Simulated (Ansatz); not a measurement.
**BN: stress in a strained cell**

Aim: deform BN (equal xx and yy strain of +2 %) and compute stress, forces and field gradients with LAPW, PAW and all-electron datasets made for the crystal.

Program: Ansatz 0.2.0. Level of theory: DFT PBEsol, scalar-relativistic. These are calculated values, not measurements.

## 1. The structure to begin with

Symmetry: P6_3/mmc, No. 194, hexagonal system. Conventional cell: a = 2.504 Å, b = 2.504 Å, c = 6.661 Å, α = 90.00°, β = 90.00°, γ = 120.00°. Around B (site symmetry -6m2) lie 3 N at 1.45 Å. N (site symmetry -6m2) has 3 B at 1.45 Å in its first shell of neighbours.

Structure file:

```
CELL_PARAMETERS angstrom
2.50399 0.00000 0.00000
-1.25200 2.16852 0.00000
0.00000 0.00000 6.66120
ATOMIC_POSITIONS crystal
B 0.33333 0.66667 0.25000
B 0.66667 0.33333 0.75000
N 0.33333 0.66667 0.75000
N 0.66667 0.33333 0.25000
```

Atoms are numbered in the order of the input: B1, B2, N3, N4.

## 2. After the deformation

Space group P6_3/mmc before, P6_3/mmc after.

## 3. Full-potential LAPW

Input file input.yaml:

```yaml
crystal:
  lattice:
    - [2.5540715384, 0.0, 0.0]
    - [-1.2770357692, 2.2118908353, 0.0]
    - [0.0, 0.0, 6.6612]
  atoms:
    - { symbol: B, position: [0.3333333333, 0.6666666667, 0.25] }
    - { symbol: B, position: [0.6666666667, 0.3333333333, 0.75] }
    - { symbol: "N", position: [0.3333333333, 0.6666666667, 0.75] }
    - { symbol: "N", position: [0.6666666667, 0.3333333333, 0.25] }
kpoints:
  mp_grid: { grid: [11, 11, 4] }
  band_path:
    path:
      - [0.0, 0.0, 0.0]
      - [0.5, 0.0, 0.0]
      - [0.3333333333, 0.3333333333, 0.0]
      - [0.0, 0.0, 0.0]
      - [0.0, 0.0, 0.5]
      - [0.5, 0.0, 0.5]
      - [0.3333333333, 0.3333333333, 0.5]
      - [0.0, 0.0, 0.5]
      - [0.5, 0.0, 0.5]
    npoints: 5
scf:
  occupations: { method: fermi_dirac, width: 0.03 }
hamiltonian:
  xc: pbesol
  pseudopotentials: { kind: all_electron, lapw: { basis_error: 0.0005 } }
output:
  forces: true
  stress: true
  eigenvalues: true
```

The run is started by

```bash
$ ansatz run input.yaml --threads 1 --pin off --max-ram 4096MiB --backend cpu --events-out ev --progress --plain --runs-dir out
```

## 4. Frozen-core PAW

Input file input.yaml:

```yaml
crystal:
  lattice:
    - [2.5540715384, 0.0, 0.0]
    - [-1.2770357692, 2.2118908353, 0.0]
    - [0.0, 0.0, 6.6612]
  atoms:
    - { symbol: B, position: [0.3333333333, 0.6666666667, 0.25] }
    - { symbol: B, position: [0.6666666667, 0.3333333333, 0.75] }
    - { symbol: "N", position: [0.3333333333, 0.6666666667, 0.75] }
    - { symbol: "N", position: [0.6666666667, 0.3333333333, 0.25] }
kpoints:
  mp_grid: { grid: [11, 11, 4] }
scf:
  occupations: { method: fermi_dirac, width: 0.03 }
hamiltonian:
  xc: pbesol
  pseudopotentials: { kind: paw }
output:
  forces: true
  stress: true
  eigenvalues: true
  efg: { contact_densities: true }
  write_density: true
  write_potential: true
  elf: true
  volumetric_format: npy
```

## 5. All-electron PAW on datasets made for the crystal

Changes to input.yaml since step 4:

```diff
@@ -16,3 +16,3 @@
   xc: pbesol
-  pseudopotentials: { kind: paw }
+  pseudopotentials: { kind: all_electron, datasets: crystal }
 output:
@@ -22,5 +22 @@
   efg: { contact_densities: true }
-  write_density: true
-  write_potential: true
-  elf: true
-  volumetric_format: npy
```

(Steps that only read results are left out.)

What does the calculation give? Wanted: pressure; largest shear or deviatoric stress.

As calculated:

```
                                 quantity                                                 value
                                 pressure  LAPW -12.69, PAW -12.67, crystal datasets -12.69 GPa
largest shear or deviatoric stress (LAPW)                                             13.42 GPa
```

The largest part of the stress beyond the pressure is 13.42 GPa in size, in the zz component; the atoms are carried along and not relaxed. No run of the undeformed cell stands beside it, so pressure and stress hold what the given cell had before the change, as far as its symmetry allows. PAW: stress within 0.04 GPa of LAPW. Crystal datasets: stress within 0.01 GPa of LAPW.
